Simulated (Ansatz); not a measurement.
## From the elastic tensor of SiC at 18 GPa (stress–strain coefficients) to moduli and sound speeds

Level of theory: DFT LDA, scalar-relativistic, plane waves, PAW in Ansatz 0.2.0. Cutoff 420 eV, 12×12×12 k-points (Γ-centred), fixed occupations. No spin polarisation.

It takes space group F-43m (No. 216, cubic). The conventional cell has a = 4.231 Å, b = 4.231 Å, c = 4.231 Å, α = 90.00°, β = 90.00°, γ = 90.00°. Si (site symmetry -43m) has 4 C at 1.83 Å as nearest neighbours. C (site symmetry -43m) is surrounded by 4 Si at 1.83 Å.

Relaxed-ion constants (GPa, on the Cartesian axes of the calculation):
C11 = 470.1, C12 = 209.6, C13 = 209.6, C22 = 470.1, C23 = 209.6, C33 = 470.1, C44 = 279.0, C55 = 279.0, C66 = 279.0 GPa; the others vanish.

Density 3.516 g/cm³; 2 atoms in 18.93 Å³.

The values that follow are for a polycrystal of randomly turned grains, by Hill's mean where one number stands.

* Bulk modulus, Voigt / Reuss / Hill: 296.4 / 296.4 / 296.4 GPa
* Shear modulus, Voigt / Reuss / Hill: 219.5 / 191.5 / 205.5 GPa
* Young's modulus: 501 GPa
* Poisson ratio: 0.218
* Pugh ratio B/G: 1.44
* Universal anisotropy index: 0.73
* Longitudinal and transverse sound speeds: 12737 and 7645 m/s
* Debye temperature from the mean sound speed: 1190 K

Cost: 1 run of about 2.1 core-minutes, on Intel Xeon Processor @ 2.50GHz (Skylake/Cascade Lake) (shared hosts).

The compressed zinc-blende crystal remains stiff in both volume and shear, but its shear response is clearly anisotropic. C44 far exceeds half the difference between C11 and C12, so Young's modulus is largest along the ⟨111⟩ bond directions and smallest along ⟨100⟩. The reason lies in the tetrahedral network: a tetragonal shear leaves the bond lengths unchanged to first order and is resisted mainly by bond-angle bending, whereas the C44 shear also stretches bonds, even after the sublattices relax. Purely central forces under pressure would place C12 above C44; the reverse order found here points to strong angular forces, as expected for directional sp³ bonding. These stiff bonds, together with light atoms, account for the high sound speeds and Debye temperature. The constants satisfy the cubic criteria for stability against small homogeneous strains at this pressure, and the Pugh ratio of 1.44 is compatible with brittle behaviour, though it is no measure of fracture toughness. Neither stability against finite-wavevector phonons nor thermodynamic preference over other polytypes or the rock-salt phase follows from these elastic data.
